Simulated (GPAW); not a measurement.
Write an ASE script for GPAW 26.7.0 that does the following.

| Property | Result |
| --- | --- |
| Task | single point |
| Functional | GLLB-SC |
| Potentials or basis | the program's PAW data sets (release 1.2.1) made for this functional |
| Cutoff | 500 eV |
| Basis | pw |
| k mesh | 8 × 8 × 8 |
| Occupations | fermi-dirac, width 0.05 eV |
| Spin | no spin polarisation |
| Maxiter | 120 |
| Convergence | default |

The structure of Sn lies in Sn.cif:

```cif
data_Sn
_cell_length_a 3.31562107
_cell_length_b 3.31562107
_cell_length_c 3.31562107
_cell_angle_alpha 104.53020503
_cell_angle_beta 104.53020503
_cell_angle_gamma 119.88225898
_space_group_name_H-M_alt 'P1'
_space_group_name_Hall 'P 1'
_space_group_IT_number 1
loop_
_space_group_symop_operation_xyz
'x,y,z'
loop_
_atom_site_label
_atom_site_type_symbol
_atom_site_symmetry_multiplicity
_atom_site_Wyckoff_symbol
_atom_site_fract_x
_atom_site_fract_y
_atom_site_fract_z
_atom_site_occupancy
Sn1 Sn 1 a 0.0000000000 0.0000000000 0.0000000000 1
```

This isn't the form of Sn at room conditions, which is tetragonal (white tin).

These files were run (other wordings do the same):

run.py

```python
from ase.dft.bandgap import bandgap
from ase.io import read, write
from gpaw import GPAW, PW

atoms = read('Sn.cif')

calc = GPAW(mode=PW(500),
            xc='GLLBSC',
            kpts={'size': (8, 8, 8), 'gamma': True},
            occupations={'name': 'fermi-dirac', 'width': 0.05},
            nbands=14,
            maxiter=120,
            txt='gpaw.txt')
atoms.calc = calc
energy = atoms.get_potential_energy()
calc.write('gs.gpw')
write('result.traj', atoms)
print('Fermi level:', round(calc.get_fermi_level(), 4), 'eV')
print(f'Gap: {bandgap(calc)[0]:.4f} eV, direct: {bandgap(calc, direct=True)[0]:.4f} eV')
```

Potentials or basis: the program's PAW data sets (release 1.2.1) made for this functional, pw.

The run is started by

```console
$ OMP_NUM_THREADS=1 python run.py
```

It gave:

```json
{
  "Band gap on the k mesh, Kohn-Sham part alone": "none (metal or under the smearing width)"
}
```

Caveat: a model potential gives levels but no total energy.

Run time: 24 s on 1 thread of Intel(R) Xeon(R) Platinum 8259CL CPU @ 2.50GHz (Skylake/Cascade Lake) (shared host), peak memory 0.15 GiB.
